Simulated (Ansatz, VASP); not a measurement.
Ga: VASP beside Ansatz

```
Ga
1.0
     2.05268    0.00000    0.00000
     0.00000    2.05268    0.00000
     0.00000    0.00000    2.05268
Ga
1
Direct
  0.00000 0.00000 0.00000
```

Change from the starting cell: volume scaled by 0.43, PAW files.

Alike in both runs: task single point; functional PBE; k mesh 14 × 14 × 14; occupations fermi-dirac, width 0.05 eV; no spin polarisation.

```csv
,VASP,Ansatz
version,VASP 6.6.1,Ansatz 0.2.0
potentials or method,"VASP PAW PBE potentials, release 64 (Ga_d)","PAW with Ansatz's default frozen-core files, scalar-relativistic"
plane-wave cutoff (eV),520,420
valence electrons in the cell,13,13
```

VASP gave:

- pressure (GPa): 307.3

Estimate Ansatz's values.

pressure (GPa): 302.8.

With one functional, cell and mesh, what is left measures potentials, basis and numerics.

Caveats: the cell as given lies far from equilibrium; so large a pressure means that the cell lies far from this level's equilibrium, or that cutoff or potentials fall short (VASP).
